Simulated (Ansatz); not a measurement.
Relaxed bulk HfN, space group Fm-3m (No. 225):

Space group Fm-3m (No. 225). a = 4.502 Å, b = 4.502 Å, c = 4.502 Å, α = 90.00°, β = 90.00°, γ = 90.00°
```json
{"atom": "Hf", "site": "4b", "symmetry": "m-3m", "x": "0.5000", "y": "0.0000", "z": "0.0000"}
{"atom": "N", "site": "4a", "symmetry": "m-3m", "x": "0.0000", "y": "0.0000", "z": "0.0000"}
```

Miller indices refer to the conventional cell of Fm-3m (No. 225), a = 4.502 Å, b = 4.502 Å, c = 4.502 Å, α = 90.00°, β = 90.00°, γ = 90.00°.

The (110) slab of 7 planes, 9.5 Å thick with 15 Å of vacuum as cut; outer planes HfN (top) and HfN (bottom).

These are results of Ansatz, DFT PBEsol, scalar-relativistic, plane waves, PAW, not measurements. Cutoff 420 eV; k points 11×8×1 on the computed 14-atom cell (Γ-centred); Gaussian smearing, width 0.10 eV; no spin polarisation. A dipole correction removes the field between periodic images along c.

With the atoms at the bulk's places:

```
Surface energy (mean of both faces) : 3.14 J/m²
Work function                       : 3.69 eV
```

(1) What changes when all atoms relax?

Slabs this thin can still miss converged surface energies by a few hundredths of a J/m² and work functions by about a tenth of an eV.

Spin-orbit coupling is left out, which matters for the bands of heavy elements. Spin polarisation was left out, and a magnetic state may lie lower.

Results:

(1) The energy falls by 0.172 J/m² a face, and the largest move is 0.09 Å.

| Property | Result |
| --- | --- |
| Surface energy (mean of both faces) | 2.96 J/m² |
| Work function | 3.58 eV |

| plane (bottom to top) | atoms | spacing to next, bulk (Å) | relaxed (Å) | change (%) | rumpling (Å) |
| --- | --- | --- | --- | --- | --- |
| 1 | HfN | 1.592 | 1.453 | -8.7 | 0.001 |
| 2 | HfN | 1.592 | 1.641 | +3.1 | 0.031 |
| 3 | HfN | 1.592 | 1.593 | +0.1 | 0.044 |
| 4 | HfN | 1.592 | 1.593 | +0.1 | 0.000 |
| 5 | HfN | 1.592 | 1.641 | +3.1 | 0.044 |
| 6 | HfN | 1.592 | 1.453 | -8.7 | 0.031 |
| 7 | HfN |  |  |  | 0.001 |

γ = (E_slab − N·E_bulk)/2A = 5.300 eV / (2 × 14.33 Å²) = 184.9 meV/Å² = 2.96 J/m², with N = 14 atoms. The cut crosses 4 bonds a cell (neighbours within 10 % of the shortest distances), so each costs 1.32 eV on this count. The top two spacings change in opposite senses (-8.7 and +3.1 %).

Relaxation pulls the outer HfN plane inward almost rigidly. The first spacing shrinks by 8.7 %, while the outermost plane stays nearly flat and the larger rumpling lies beneath it. Surface Hf and N both lose neighbours on the vacuum side, and their bonds to the plane below, of mixed Hf 5d–N 2p covalent and ionic character, shorten, while those within the plane stay essentially at the bulk length. The second spacing expands by 3.1 %, perhaps because the atoms below, now bound more tightly to the surface, weaken their bonds to the interior.

This recovers only 0.172 J/m² of the 3.14 J/m² cleavage cost, so broken bonds rather than strain dominate the surface energy. The 1.32 eV per cut bond is an average cost of cleavage, not a Hf–N bond energy, since the electrons left behind rehybridise and screen the cut. With so flat an outer plane, the slight fall in work function probably reflects charge redistribution and subsurface displacements more than a Hf–N dipole in the top layer. Whether this face would break up into (100) facets, usually favoured in rocksalt crystals, remains open.
